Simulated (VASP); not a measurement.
# SrCl2: single point with r2SCAN

Crystal: SrCl2.

```
Sr Cl
1.0
     0.00000    3.50293    3.48550
     3.48550    0.00000    3.48550
     3.48550    3.50293    0.00000
Sr Cl
1 2
Direct
  0.00000 0.00000 0.00000
  0.25000 0.25000 0.25000
  0.75000 0.75000 0.75000
```

The cell isn't the ideal one: strain +0.0050 x Voigt [0, 1, 0, 0, 0, 0], atoms carried along.

| Property | Result |
| --- | --- |
| Program | VASP 6.6.1 |
| Task | single point |
| Functional | r2SCAN |
| Potentials or basis | VASP PAW PBE potentials, release 64 (Sr_sv, Cl) |
| Cutoff | 520 eV |
| k mesh | 6 × 6 × 6 |
| Occupations | gaussian, width 0.05 eV |
| Spin | no spin polarisation |
| Dipole correction | no |
| Further INCAR settings | ALGO = Normal; EDIFF = 1e-06; NBANDS = 19 |

* Pressure: 0.2 GPa
* Band gap on the k mesh: 5.95 eV, indirect (least direct gap 5.98 eV)

Stress tensor (GPa, compression positive):
```
0.32 0.00 0.00
0.00 0.05 0.00
0.00 0.00 0.32
```

Levels at points of the mesh, in eV from the valence-band top:
```tsv
k point	band 8	band 9	band 10	band 11	band 12	band 13	band 14	band 15	band 16	band 17
(0.00, 0.00, 0.00)	-2.16	-2.14	-0.38	-0.34	-0.34	5.95	6.66	6.70	9.59	9.62
(0.50, 0.00, 0.00)	-1.58	-1.49	-1.35	-1.08	-1.07	7.28	7.28	8.22	8.23	9.32
(0.50, 0.50, 0.00)	-1.93	-1.92	-0.44	-0.39	0.00	5.98	7.78	8.20	8.69	8.71
(0.50, 0.00, 0.50)	-1.92	-1.92	-0.40	-0.40	-0.03	5.98	7.74	8.20	8.67	8.67
```

It took 99 s on 1 thread of Intel(R) Xeon(R) 6975P-C (Granite Rapids), on a shared host, peak memory 0.27 GiB.

Caveat: the PAW data sets were made with another functional, which shifts forces and pressure a little. A k mesh can miss the band edges.
